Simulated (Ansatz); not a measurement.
# W (Fm-3m) in Ansatz: notebook, part 2 of 2

Ansatz 0.2.0.

### Step 3. Relaxation of cell and atoms, BLYP

input.yaml

```yaml
crystal:
  lattice:
    - [0.0, 2.03, 2.03]
    - [2.03, 0.0, 2.03]
    - [2.03, 2.03, 0.0]
  atoms:
    - { symbol: W, position: [0.0, 0.0, 0.0] }
hamiltonian:
  xc: blyp
  pseudopotentials: { kind: paw }
kpoints:
  mp_grid: { grid: [11, 11, 11] }
scf:
  occupations: { method: fermi_dirac, width: 0.05 }
output:
  forces: true
  stress: true
  eigenvalues: true
relax:
  f_tol: 0.01
  max_steps: 40
  cell: { stress_tol: 0.05 }
```

Potentials or basis: Ansatz PAW.

On the command line:

```console
ansatz run input.yaml --threads 2 --pin off --max-ram 5632MiB --backend cpu --events-out ev --progress --plain --runs-dir out
```

Wall time 2.1 s (2 threads of Arm Neoverse V2, shared host); peak memory 0.27 GiB.

It converged, with:

- Free energy: -10408.4861 eV
- Relaxed volume: 17.03 Å³/atom
- Relaxed cell: a = 2.888 Å, b = 2.888 Å, c = 2.888 Å, α = 60.00°, β = 60.00°, γ = 60.00°
- Space group after relaxing (to 0.05 Å): Fm-3m (No. 225)
- Energy gained by relaxing: 4.4 meV/atom
- Ionic steps: 4
- Pressure after relaxing: 0.0 GPa
- Band gap on the k mesh: none (metal or under the smearing width)

Step by step:
| step | energy change (eV) | largest force (eV/Å) | volume (Å³) |
| --- | --- | --- | --- |
| 1 | 0.0000 | 0.0000 | 16.73 |
| 2 | -0.0042 | 0.0000 | 17.05 |
| 3 | -0.0043 | 0.0000 | 17.03 |
| 4 | -0.0044 | 0.0000 | 17.03 |

Final structure:
```
W
1.0
     0.00000    2.04191    2.04191
     2.04191    0.00000    2.04191
     2.04191    2.04191    0.00000
W
1
Direct
  0.00000 0.00000 0.00000
```

Levels at points of the mesh, in eV from the Fermi level:
| k point | band 4 | band 5 | band 6 | band 7 | band 8 | band 9 | band 10 | band 11 |
| --- | --- | --- | --- | --- | --- | --- | --- | --- |
| (0.00, 0.00, 0.00) | -37.38 | -8.60 | -0.55 | -0.55 | -0.55 | 2.38 | 2.38 | 12.96 |

Caveat: the plane-wave basis is chosen anew once the cell has moved, so the energies of steps on either side of that aren't comparable; the PAW data sets come from PBE, with cores solved anew for the run's functional, which leaves a small shift of forces and pressure. BLYP gives volumes clearly too large for solids.

### Step 4. Single point, PBE

input.yaml

```yaml
crystal:
  lattice:
    - [0.0, 2.03, 2.03]
    - [2.03, 0.0, 2.03]
    - [2.03, 2.03, 0.0]
  atoms:
    - { symbol: W, position: [0.0, 0.0, 0.0] }
hamiltonian:
  xc: pbe
  pseudopotentials: { kind: paw }
kpoints:
  mp_grid: { grid: [11, 11, 11] }
scf:
  occupations: { method: gaussian, width: 0.012 }
output:
  forces: true
  stress: true
  eigenvalues: true
  write_density: true
  write_potential: true
  elf: true
  volumetric_format: npy
```

On the command line:

```console
ansatz run input.yaml --threads 2 --pin off --max-ram 5632MiB --backend cpu --events-out ev --progress --plain --runs-dir out
```

It took 0.56 s on 2 threads of Arm Neoverse V2, shared host; peak memory 0.26 GiB.

It converged, with:

```yaml
Free_energy: -10384.3449 eV
Pressure: -4.9 GPa
Band_gap_on_the_k_mesh: none (metal or under the smearing width)
```

Levels at points of the mesh, in eV from the Fermi level:
```tsv
k point	band 3	band 4	band 5	band 6	band 7	band 8	band 9	band 10	band 11
(0.00, 0.00, 0.00)	-37.34	-37.34	-8.90	-0.55	-0.55	-0.55	2.49	2.49	12.75
```

### Step 5. Single point, PBE

input.yaml, as its differences from that of step 4:

```diff
@@ -13,3 +13,3 @@
 scf:
-  occupations: { method: gaussian, width: 0.012 }
+  occupations: { method: gaussian, width: 0.013 }
 output:
@@ -18,5 +18 @@
   eigenvalues: true
-  write_density: true
-  write_potential: true
-  elf: true
-  volumetric_format: npy
```

On the command line:

```console
ansatz run input.yaml --threads 2 --pin off --max-ram 5632MiB --backend cpu --events-out ev --progress --plain --runs-dir out
```

Run time: 0.44 s. Hardware: 2 threads of Arm Neoverse V2, shared host; peak memory 0.25 GiB.

Results (log left out):

```yaml
Free_energy: -10384.3449 eV
Pressure: -4.9 GPa
Band_gap_on_the_k_mesh: none (metal or under the smearing width)
```

Levels at points of the mesh, in eV from the Fermi level:
| k point | band 5 | band 6 | band 7 | band 8 | band 9 | band 10 |
| --- | --- | --- | --- | --- | --- | --- |
| (0.00, 0.00, 0.00) | -8.90 | -0.55 | -0.55 | -0.55 | 2.49 | 2.49 |

Spin-orbit coupling is left out, which matters for the levels of W.

### Step 6. Single point, PBE

input.yaml, as its differences from that of step 5:

```diff
@@ -13,3 +13,3 @@
 scf:
-  occupations: { method: gaussian, width: 0.013 }
+  occupations: { method: gaussian, width: 0.014 }
 output:
```

Potentials or basis: Ansatz PAW.

On the command line:

```console
ansatz run input.yaml --threads 2 --pin off --max-ram 5632MiB --backend cpu --events-out ev --progress --plain --runs-dir out
```

The log of the run:

```text
Warning: RAYON_NUM_THREADS=2 ignored (pool sized by the plan → 2); use --threads N
Engine: ansatz 0.2.0, aarch64-unknown-linux-gnu
Pseudopotentials: kind: paw
Pseudopotential: W, paw, valence charge 14, recommended cutoff 420 eV (normal), W.paw.azcp
Functional definition: PBE
  parameter kappa = 0.804
  parameter beta = 0.06672455060314922
  exchange = pbe_x(kappa = kappa, mu = beta*pi^2/3)
  correlation = pbe_c(beta = beta)
Crystal: 1 atoms, lattice volume = 16.731 Å³
Basis set: ecut = 420 eV, 331 PW (Γ), exchange–correlation on 40×40×40 points (8 copies of the dense FFT grid, shifted against one another)
Bands: 11, of which v1, the nominal top of the filled ones, is band 7 counted from 1 (6 counted from 0)
Symmetry: 48 space group operations
Space group: Fm-3m (ITA 225), of the structure as read, at distance tolerance 2.6e-5 Å
k-points: 56 of 1331
Non-local potential: W, projectors of the file, l = 0: 3, l = 1: 2, l = 2: 2, l = 3: 1
PAW form: soft (Blöchl's): semilocal exchange-correlation on the pseudo side does not see the compensation charge
PAW one-centre angular grid: W, 590 points (default); XC on 64 Gauss nodes
Initial density: superposition of atomic densities (neutral atoms: chi_scale 0, normalization atom), corrected by the library's trained network
Initial wavefunctions: pseudopotential atomic-orbital guess
Functional: x = pbe(κ = 0.804, μ = 0.2195149727645171), c = pbe(β = 0.06672455060314922)
SCF iter   1: F=—  HF=-10384.345284 eV  |F-HF|=—  |Δ(HF+E_count)|=         —  Δρ=2.54e-3  dr2=8.48e-4  ethr=1.77e-3  ⟨swp⟩=5.9  Hψ=3425  notcnv=0
preconditioner: auto → none  [insulator: Δε(μ)=0.057 eV  Ē_g=8.340 eV  σ=0.014 eV  W_gap=0.87  n_scr=0 (ndim 8)  ℏωp=22.2 eV  f_vac=0.000  D(μ)=0.75/eV (n_scr^D=8)  ε∞_Penn≈8.1]
SCF iter   2: F=—  HF=-10384.344877 eV  |F-HF|=—  |Δ(HF+E_count)|=   4.07e-4  Δρ=9.76e-4  dr2=7.39e-5  ethr=6.05e-6  ⟨swp⟩=2.2  Hψ=1432  notcnv=0  defer=7
SCF iter   3: F=—  HF=-10384.344899 eV  |F-HF|=—  |Δ(HF+E_count)|=   2.16e-5  Δρ=2.71e-4  dr2=3.64e-6  ethr=5.28e-7  ⟨swp⟩=2.7  Hψ=919  notcnv=0  defer=7
iter 4 did not close the SCF: its close was put off for the readings that it lacked (scf_convergence_deferred on its scf_iter line)
SCF iter   4: F=-10384.344901 eV  HF=-10384.344902 eV  |F-HF|=7.75e-8  |Δ(HF+E_count)|=   2.94e-6  Δρ=3.11e-5  dr2=9.37e-8  ethr=2.60e-8  ⟨swp⟩=2.5  Hψ=1018  notcnv=0  defer=7
iter 5 did not close the SCF: its close was put off for the readings that it lacked (scf_convergence_deferred on its scf_iter line)
SCF iter   5: F=-10384.344901 eV  HF=-10384.344901 eV  |F-HF|=8.28e-10  |Δ(HF+E_count)|=   4.62e-8  Δρ=6.70e-6  dr2=2.32e-9  ethr=6.69e-10  ⟨swp⟩=2.0  Hψ=907  notcnv=0  defer=7
SCF iter   6: F=-10384.344901 eV  HF=-10384.344901 eV  |F-HF|=1.82e-12  |Δ(HF+E_count)|=  1.33e-10  Δρ=2.71e-7  dr2=5.52e-12  ethr=1.66e-11  ⟨swp⟩=1.5  Hψ=1900  notcnv=0
SCF 1 converged in 6 iterations: F = -10384.344901 eV  dr2 = 5.52e-12
SCF converged after 6 iterations
Free energy (F): -10384.344901 eV
Harris-Foulkes:  -10384.344901 eV  (|F-HF|=1.82e-12)
Internal energy: -10384.344828 eV  (E = F + TS)
E sigma→0 (E₀):  -10384.344865 eV
Entropy (-TS):   -0.000073 eV (-0.073 meV/atom)
Fermi energy:    20.835235 eV
--- Per-component energies (eV) ---
  E_band       = -98.410481
  E_kinetic    = 448.166781
  E_local      = -637.463500  (includes V_loc(G=0)·N_el)
  E_nonlocal   = 0.670451
  E_hartree    = 226.377131
  E_xc         = -266.154159
  E_vxc        = -237.763356  (∫ρ·V_xc dr)
  E_paw        = -8562.345898  (= ΣΔE_a)
  E_vpaw       = -124.775124  (= ΣTr[D̂ρ^β])
  E_aug_tail   = -0.000052  (compensation charges beyond the density's cutoff)
  E_ewald      = -1593.595583
  E_smearing   = -0.000073  (= −TS)
  E_closure    = 0.000000  (closes the sum)
  Σ components = -10384.344901   (vs F -10384.344901, Δ=0.00e0)
--- Forces (eV/Å), atoms counted from 1 ---
  atom   1  W     -0.00000000    -0.00000000    -0.00000000
  max |Σ_I F_I| component: 1.31e-31 eV/Å
--- Stress (GPa, compression-positive) ---
       -4.937893       0.000000      -0.000000
        0.000000      -4.937893       0.000000
        0.000000       0.000000      -4.937893
  P = ⅓ Tr σ = -4.9379 GPa (-49.379 kbar)
--- Band table (eV; the first three rows and the last of 56) ---
  k-point 0: bands = ["-52.8042", "-16.4984", "-16.4984", "-16.4984", "11.9392", "20.2823", "20.2823", "20.2823", "23.3258", "23.3258", "33.5823"]
  k-point 1: bands = ["-52.7965", "-16.5892", "-16.5101", "-16.5101", "12.2902", "20.0234", "20.4415", "20.4415", "23.1895", "23.1895", "34.2646"]
  k-point 2: bands = ["-52.7758", "-16.8279", "-16.5413", "-16.5413", "13.2377", "19.5087", "20.7228", "20.7228", "23.0816", "23.0816", "34.9179"]
  k-point 55: bands = ["-52.6751", "-17.2391", "-17.1812", "-16.8790", "17.2042", "18.3678", "19.2739", "22.2459", "26.1445", "29.7684", "31.3629"]
```

It took 0.44 s on 2 threads of Arm Neoverse V2, shared host; peak memory 0.25 GiB.

Results:

| Item | Value |
| --- | --- |
| Free energy | -10384.3449 eV |
| Pressure | -4.9 GPa |
| Band gap on the k mesh | none (metal or under the smearing width) |

Levels at points of the mesh, in eV from the Fermi level:
```csv
k point,band 5,band 6,band 7,band 8,band 9,band 10
"(0.00, 0.00, 0.00)",-8.90,-0.55,-0.55,-0.55,2.49,2.49
```

### Step 7. Overview

```csv
task,level,cell,smearing,gap on the mesh (eV),pressure (GPa),relaxed volume (Å³/atom)
relaxation of cell and atoms,revPBE,relaxed,fermi-dirac 0.05 eV,none,0.0,16.59
relaxation of cell and atoms,BLYP,relaxed,fermi-dirac 0.05 eV,none,0.0,17.03
single point,PBE,as given,gaussian 0.012 eV,none,-4.9,-
single point,PBE,as given,gaussian 0.013 eV,none,-4.9,-
single point,PBE,as given,gaussian 0.014 eV,none,-4.9,-
```

Alike in all rows: potentials or basis Ansatz PAW; no spin polarisation; k mesh 11 × 11 × 11; cutoff (eV) 420.

Every run on the cell as given and a fine mesh finds a metal.

Caveats: the plane-wave basis is chosen anew once the cell has moved, so the energies of steps on either side of that aren't comparable (some runs); the PAW data sets come from PBE, with cores solved anew for the run's functional, which leaves a small shift of forces and pressure (some runs).

Total energies depend on the potentials used, so only differences within one code and one set of settings carry meaning.
